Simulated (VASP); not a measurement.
# H (P1) in VASP: single point with r2SCAN

Aim: the single point of H with r2SCAN.

Program: VASP 6.6.1. These are calculated values, not measurements. Logs are shortened: lines on timing, memory, paths and dates and some standing lists are left out, and cuts for length are marked.

### 1 The structure

The typed cell holds 8 atoms: a = 3.810 Å, b = 3.807 Å, c = 3.805 Å, α = 89.87°, β = 89.95°, γ = 90.04°.

The cell was built by a generator and needn't be a form met in nature.

### 2 Single point, r2SCAN

Contents of POSCAR:

```
H
1.0
    3.8104725200     -0.0013925200      0.0016919200
   -0.0013925200      3.8070374400      0.0043905600
    0.0016919200      0.0043905600      3.8048944000
H
8
Direct
    0.0141300000      0.0032010000      0.9994010000
    0.4976800000      0.4629120000      0.5268470000
    0.9988360000      0.5174130000      0.2538420000
    0.0398980000      0.4801490000      0.7351630000
    0.2099860000      0.0224200000      0.4910300000
    0.7257810000      0.0105840000      0.5173350000
    0.5278350000      0.7431940000      0.9945870000
    0.5079870000      0.2579810000      0.9659160000
```

Contents of INCAR.step1:

```
SYSTEM = H
PREC = Accurate
ENCUT = 520
ISMEAR = -1
SIGMA = 0.1
LREAL = .False.
LASPH = .True.
NELM = 100
NBANDS = 14
GGA = PE
ALGO = Normal
EDIFF = 1E-4
LWAVE = .True.
LCHARG = .False.
```

Contents of INCAR.step2:

```
SYSTEM = H
PREC = Accurate
ENCUT = 520
EDIFF = 1E-6
ISMEAR = -1
SIGMA = 0.1
LREAL = .False.
LASPH = .True.
NELM = 100
ALGO = Normal
ISIF = 2
LWAVE = .False.
LCHARG = .False.
METAGGA = R2SCAN
LMIXTAU = .True.
NBANDS = 14
ISTART = 1
```

Contents of KPOINTS:

```
Automatic mesh
0
Gamma
  5 5 5
  0.5 0.5 0
```

Potentials or basis: VASP PAW PBE potentials, release 64 (H).

Command:

```sh
$ cat potpaw_PBE.64/H/POTCAR > POTCAR
$ cp INCAR.step1 INCAR
$ mpirun -np 1 vasp_std > vasp.out
$ cp INCAR.step2 INCAR
$ mpirun -np 1 vasp_std > vasp.out
```

OUTCAR:

```text
SYSTEM = H
   PREC = Accurate
   ENCUT = 520
   EDIFF = 1E-6
   ISMEAR = -1
   LREAL = .False.
   LASPH = .True.
   NELM = 100
   ISIF = 2
   METAGGA = R2SCAN
   ISTART = 1

 ion  position               nearest neighbor table
   1  0.014  0.003  0.999-
   2  0.498  0.463  0.527-
   3  0.999  0.517  0.254-
   4  0.040  0.480  0.735-
   5  0.210  0.022  0.491-
   6  0.726  0.011  0.517-
   7  0.528  0.743  0.995-
   8  0.508  0.258  0.966-

  LATTYP: Found a triclinic cell.
 ALAT       =     3.8048973094
 B/A-ratio  =     1.4146214650
 C/A-ratio  =     1.7346443890
 COS(alpha) =     0.0000438084
 COS(beta)  =     0.5783305821
 COS(gamma) =     0.7062740512

  Lattice vectors:

 A1 = (  -0.0016919200,  -0.0043905600,  -3.8048944000)
 A2 = (   3.8087806000,  -0.0057830800,  -3.8032024800)
 A3 = (  -3.8107719200,  -3.8100354800,  -3.8109768800)

Analysis of symmetry for initial positions (statically):
=====================================================================
 Subroutine PRICEL returns:
 Original cell was already a primitive cell.

 Routine SETGRP: Setting up the symmetry group for a
 triclinic supercell.

 Subroutine GETGRP returns: Found  1 space group operations
 (whereof  1 operations were pure point group operations)
 out of a pool of  2 trial point group operations.

The static configuration has the point symmetry C_1 .

Analysis of symmetry for dynamics (positions and initial velocities):
=====================================================================
 Subroutine PRICEL returns:
 Original cell was already a primitive cell.

 Routine SETGRP: Setting up the symmetry group for a
 triclinic supercell.

 Subroutine GETGRP returns: Found  1 space group operations
 (whereof  1 operations were pure point group operations)
 out of a pool of  2 trial point group operations.

The dynamic configuration has the point symmetry C_1 .

 Subroutine INISYM returns: Found  1 space group operations
 (whereof  1 operations are pure point group operations),
 and found     1 'primitive' translations

[... 117 lines left out ...]
   NELECT =       8.0000    total number of electrons
   NUPDOWN=      -1.0000    fix difference up-down
   EMIN   =  10.00;   EMAX   =-10.00  energy-range for DOS
   EFERMI =   0.00;   METHOD = LEGACY
   ISMEAR =    -1;   SIGMA  =   0.10  broadening in eV -4-tet -1-fermi 0-gaus
   EFERMI_NEDOS =   21; number of points for ismear=-14 and -15
   IALGO  =     38    algorithm
   IMIX   =      4    mixing-type and parameters
     AMIX     =   0.40;   BMIX     =  1.00
     AMIX_MAG =   1.60;   BMIX_MAG =  1.00
  volume/ion in A,a.u.               =       6.90        46.56
  Fermi-wavevector in a.u.,A,eV,Ry     =   0.859941  1.625054 10.061498  0.739499
  Thomas-Fermi vector in A             =   1.977372
   LORBIT       =      0    0 simple, 1 ext, 2 COOP (PROOUT), +10 PAW based schemes
   METAGGA = R2SCAN    functional components
   LHFCALC =     F    Hartree Fock is set to
   AEXX    =    0.0000 exact exchange contribution
   IVDW    =     0    specifies the selected vdW correction
   LEPSILON=     F    determine dielectric tensor
   LRPA    =     F    only Hartree local field effects (RPA)
 non-spin polarized calculation
  energy-cutoff  :      520.00
  volume of cell :       55.20
 maximum number of plane-waves:      1501
   NGX = 15   NGY = 15   NGZ = 15

 number of electron       8.0000000 magnetization

 Free energy of the ion-electron system (eV)
  ---------------------------------------------------
  ext. energy  EPLUGINS =         0.00000000
  ---------------------------------------------------
  free energy    TOTEN  =       -13.18878369 eV

  energy without entropy =      -13.12684539  energy(sigma->0) =      -13.15781454

 E-fermi :  -2.2921     XC(G=0):  -8.7221

 val. band max:       -2.3221663916   @ k =   0.3000  -0.3000   0.4000
 cond. band min:      -2.2871200347   @ k =  -0.1000  -0.1000   0.4000
 fundamental gap:      0.0350463569
 Fermi energy:        -2.2921388752

 k-point     1 :       0.1000    0.1000    0.0000
  band No.  band energies     occupation
      1     -10.9934      2.00000
      2      -3.9121      2.00000
      3      -3.5980      2.00000
      4      -2.7646      1.98240
      5      -0.2814      0.00000
      6       0.5057      0.00000
      7       0.6724      0.00000
      8       2.0857      0.00000
      9       7.8979      0.00000
     10       8.3365      0.00000
     11       9.2117      0.00000
     12      11.6462      0.00000
     13      12.2419      0.00000
     14      12.7741      0.00000
[... 377 lines left out ...]
      1      -8.5322      2.00000
      2      -7.8290      2.00000
      3      -2.9400      1.99693
      4      -2.5797      1.89323
      5      -1.5388      0.00107
      6      -0.8145      0.00000
      7       1.4103      0.00000
      8       1.6211      0.00000
      9       7.9289      0.00000
     10       9.0450      0.00000
     11       9.9497      0.00000
     12      11.2312      0.00000
     13      12.2972      0.00000
     14      14.0141      0.00000

 [... further k-points ...]

------------------------ aborting loop because EDIFF is reached ----------------------------------------

  FORCE on cell =-STRESS in cart. coord.  units (eV):
  Direction    XX          YY          ZZ          XY          YZ          ZX
  --------------------------------------------------------------------------------------
  -------------------------------------------------------------------------------------
  Total       -7.0820500     -7.3488663     -8.5287145      0.0885695      0.3947250      0.1479609
  in kB     -205.5709305   -213.3158184   -247.5633161      2.5709108     11.4576964      4.2948653
  external PRESSURE =    -222.1500217 kB  Pullay stress =       0.0000000 kB

 VOLUME and BASIS-vectors are now :
 -----------------------------------------------------------------------------
  energy-cutoff  :      520.00
  volume of cell :       55.20
      direct lattice vectors                 reciprocal lattice vectors
     3.810472520 -0.001392520  0.001691920     0.262434731  0.000096127 -0.000116808
    -0.001392520  3.807037440  0.004390560     0.000096127  0.262671823 -0.000303146
     0.001691920  0.004390560  3.804894400    -0.000116808 -0.000303146  0.262819785

 POSITION                                       TOTAL-FORCE (eV/Angst)
 -----------------------------------------------------------------------------------
      0.05553      0.01655      3.80265         0.105755      0.067520     -0.004308
      1.89664      1.76394      2.00747        -0.183809     -0.622331      0.590334
      3.80575      1.96953      0.96980        -0.019169      0.038645      0.360806
      0.15261      1.83112      2.79939         0.347186     -0.097165     -0.517653
      0.80095      0.08722      1.86877        -0.498813      0.118299     -0.133351
      2.76643      0.04155      1.96968         0.061179      0.343219      0.197975
      2.01195      2.83300      3.78845         0.156188     -0.326978     -0.156614
      1.93695      0.98568      3.67720         0.031484      0.478790     -0.337189
 -----------------------------------------------------------------------------------
    total drift:                               -0.000098     -0.000011      0.000085

  FREE ENERGIE OF THE ION-ELECTRON SYSTEM (eV)
  ---------------------------------------------------
  free  energy   TOTEN  =       -13.1887836884 eV

  energy  without entropy=      -13.1268453892  energy(sigma->0) =      -13.15781454
```

Run time: 1.7 min. Hardware: 1 thread of Intel Xeon Platinum 8488C (Sapphire Rapids), shared host; peak memory 0.16 GiB.

Results:

| Quantity | Value |
| --- | --- |
| Free energy | -13.1888 eV |
| Pressure | -22.2 GPa |
| Largest force | 0.877 eV/Å |
| Band gap on the k mesh | none (metal or under the smearing width) |

Forces in eV/Å, atoms in the order of the input:
```
H    0.106  0.068 -0.004
H   -0.184 -0.622  0.590
H   -0.019  0.039  0.361
H    0.347 -0.097 -0.518
H   -0.499  0.118 -0.133
H    0.061  0.343  0.198
H    0.156 -0.327 -0.157
H    0.031  0.479 -0.337
```

Levels at points of the mesh, in eV from the Fermi level:
```
           k point  band 1  band 2  band 3  band 4  band 5  band 6  band 7  band 8
(0.50, 0.50, 0.00)   -4.54   -4.06   -3.77   -3.35    2.46    2.71    3.04    3.36
```

Caveat: so large a pressure means that the cell lies far from this level's equilibrium, or that cutoff or potentials fall short; the potentials were made for another functional, which shifts forces and pressure.
